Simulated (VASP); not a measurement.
## CdF2: equation of state with LDA

Crystal: CdF2.

```
Cd F
1.0
     0.00000    2.65558    2.65558
     2.65558    0.00000    2.65558
     2.65558    2.65558    0.00000
Cd F
1 2
Direct
  0.00000 0.00000 0.00000
  0.75000 0.75000 0.75000
  0.25000 0.25000 0.25000
```

```yaml
Program: VASP 6.6.1
Task: equation of state
Functional: LDA
Potentials_or_basis: VASP PAW LDA potentials, release 64 (Cd, F)
Cutoff: 520 eV
k_mesh: 8 × 8 × 8
Occupations: gaussian, width 0.02 eV
Spin: no spin polarisation
Ladder: gaps
Further_INCAR_settings: ALGO = Normal; EDIFF = 1e-07
```

```json
{
  "Equilibrium volume": "12.55 Å³/atom",
  "Bulk modulus": "127 GPa",
  "Pressure derivative of the bulk modulus": "4.7 (rough: it moves with the points fitted)"
}
```

Energy against volume, from the lowest point:
```csv
volume (Å³/atom),energy (meV/atom)
11.986,10.69
12.235,3.04
12.485,0.00
12.735,0.93
12.984,5.53
```

All runs of the series together: 120 s on 1 thread of Intel(R) Xeon(R) Platinum 8375C CPU @ 2.90GHz (Ice Lake), on a shared host.
